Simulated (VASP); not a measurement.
## TePb: band structure with PBEsol

The system is TePb.

```
CELL_PARAMETERS angstrom
0.00000 3.22185 3.22185
3.22185 0.00000 3.22185
3.22185 3.22185 0.00000
ATOMIC_POSITIONS crystal
Te 0.50000 0.50000 0.50000
Pb 0.00000 0.00000 0.00000
```

```
Program                : VASP 6.6.1
Task                   : band structure
Functional             : PBEsol
Potentials or basis    : VASP PAW PBE potentials, release 64 (Te, Pb_d)
Cutoff                 : 520 eV
k mesh                 : 6 × 6 × 6
Occupations            : gaussian, width 0.03 eV
Spin                   : spin-orbit coupling, no magnetisation
Further INCAR settings : ALGO = Normal; EDIFF = 1e-06; NBANDS = 34
```

The pressure is -0.2 GPa. The valence electrons inside the program's atomic spheres are Te 3.37; Pb 11.88.

Wall time 10 min on 1 thread of Intel(R) Xeon(R) Platinum 8488C (Sapphire Rapids) (shared host), peak memory 0.4 GiB.

Caveat: the PAW data sets were made with another functional, which shifts forces and pressure a little.
